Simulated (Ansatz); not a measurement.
CoO (P6_3mc)

Level of theory: DFT PBE+U, scalar-relativistic, plane waves, PAW (Ansatz 0.2.0).

Plane waves to 420 eV, a k mesh through Γ of 12×12×6 on the computed 4-atom cell and Gaussian smearing (0.02 eV); U_eff Co 3.32 eV on the d shells (Löwdin-orthogonalised atomic orbitals); collinear spin from starting moments -2.67 2.67 0 0 μB.

The structure is relaxed at this level of theory with its symmetry kept. This wurtzite form isn't the usual stable structure of the compound.

It takes space group P6_3mc (No. 186, hexagonal). The conventional cell has a = 3.285 Å, b = 3.285 Å, c = 5.295 Å, α = 90.00°, β = 90.00°, γ = 120.00°. Around Co (site symmetry 3m) lie 4 O at 1.98 to 2.01 Å. Around O (site symmetry 3m) lie 4 Co at 1.98 to 2.01 Å.

| Property | Result |
| --- | --- |
| Volume per atom | 12.37 Å³ |
| Kohn–Sham band gap | 1.12 eV, indirect from A to Γ |
| Löwdin character of the top 1 eV of the valence band | Co 3d 59 %, O 2p 39 % |
| Löwdin character of the lowest 1 eV of the conduction band | Co 3d 61 %, Co 4s 19 %, O 2s 7 %, unprojected 7 % |
| Electron masses at the edge by Cartesian direction of the standard setting (m_e; degenerate bands sorted by energy; no spin-orbit coupling) | x: 0.32, 0.32; y: 0.32, 0.32; z: 0.38, 0.38 |
| Hole masses at the edge by Cartesian direction of the standard setting (m_e; degenerate bands sorted by energy; no spin-orbit coupling) | x: 2.5, 0.77, 2.5, 0.77; y: 2.5, 0.77, 2.5, 0.77; z: 6.0, 6.0, 6.0, 6.0 |
| Bulk modulus | 128 GPa |
| Its pressure derivative | 4.1 |
| Bader charges (e) | Co (2 in the cell) 1.24, O (2 in the cell) -1.24 |
| Total moment | 0.00 μB per cell |
| Site moments (μB; atoms counted from 1 over the whole cell) | Co (atom 1) -2.43, Co (atom 2) 2.43, O (atom 3) 0.09, O (atom 4) -0.09 |

The state reached may not be the lowest one.

Only this magnetic start was tried.